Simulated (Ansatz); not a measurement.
**Mg₃Zn₂O₅: stable or not**

The structure comes from a generated guess, relaxed at this level; another structure or a mixture of phases may lie lower.

Theory: DFT PBE, scalar-relativistic, plane waves, PAW in Ansatz 0.2.0. Plane waves to 420 eV, a 12×12×12 mesh through Γ for the 10-atom cell and 0.02 eV Gaussian smearing; no spin polarisation.

```
Mg Zn O
1.0
    -1.51536    1.51536   10.72062
     1.51536   -1.51536   10.72062
     1.51536    1.51536  -10.72062
Mg Zn O
3 2 5
Direct
  0.90044 0.90044 0.00000
  0.50000 0.50000 0.00000
  0.09956 0.09956 0.00000
  0.69969 0.69969 0.00000
  0.30031 0.30031 0.00000
  0.80115 0.80115 0.00000
  0.40157 0.40157 0.00000
  0.00000 0.00000 0.00000
  0.59843 0.59843 0.00000
  0.19885 0.19885 0.00000
```

Formation energies are uncorrected and refer to the elements' standard structures at the same level (O₂ as a molecule).

Question: These tests were run: energy against the elements; random kick, then relaxation without symmetry; elastic tensor. What do they show?

Answer:

```json
{"test": "energy against the elements", "result": "−2.120 eV/atom"}
{"test": "random kick, then relaxation without symmetry", "result": "returns"}
{"test": "elastic tensor", "result": "least eigenvalue 66 GPa"}
```

It fails none of these tests. Whether a mixture of other phases lies lower isn't tested here. Phonons away from Γ weren't computed.

The kick test ran on a coarse mesh. The run for the elastic tensor used a 12×12×12 k mesh.
